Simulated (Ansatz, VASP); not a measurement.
**Two plane-wave programs on HfC**

```xyz
4
Lattice="3.3429 0.0000 0.0000 -1.6714 2.8950 0.0000 0.0000 0.0000 5.2027" Properties=species:S:1:pos:R:3 pbc="T T T"
Hf    1.6714    0.9650    3.9020
Hf    0.0000    1.9300    1.3007
C     0.0000    0.0000    0.0000
C     0.0000    0.0000    2.6014
```

The cell comes from a database or a generator and needn't be the stable form of this composition.

Alike in both runs: task single point; functional PBEsol; k mesh 7 × 7 × 4; occupations fermi-dirac, width 0.15 eV; no spin polarisation.

|  | VASP | Ansatz |
| --- | --- | --- |
| version | VASP 6.6.1 | Ansatz 0.2.0 |
| potentials or method | VASP PAW PBE potentials, release 64 (Hf_pv, C) | plane waves, PAW |
| plane-wave cutoff (eV) | 520 | 558 |
| valence electrons in the cell | 28 | 60 |

VASP gave:

* pressure (GPa): -7.8
* largest component of the traceless stress (GPa): 3.42

Question: Estimate Ansatz's values.

Answer: Pressure (GPa): -7.3; largest component of the traceless stress (GPa): 3.37.

The functional is the same, so the differences come from potentials, cutoffs and numerics. The two sets of potentials don't hold the same shells in valence.

Caveats: the PAW data sets were made with another functional, which shifts forces and pressure a little (VASP). The runs have no spin-orbit coupling, so splittings on Hf are missing.
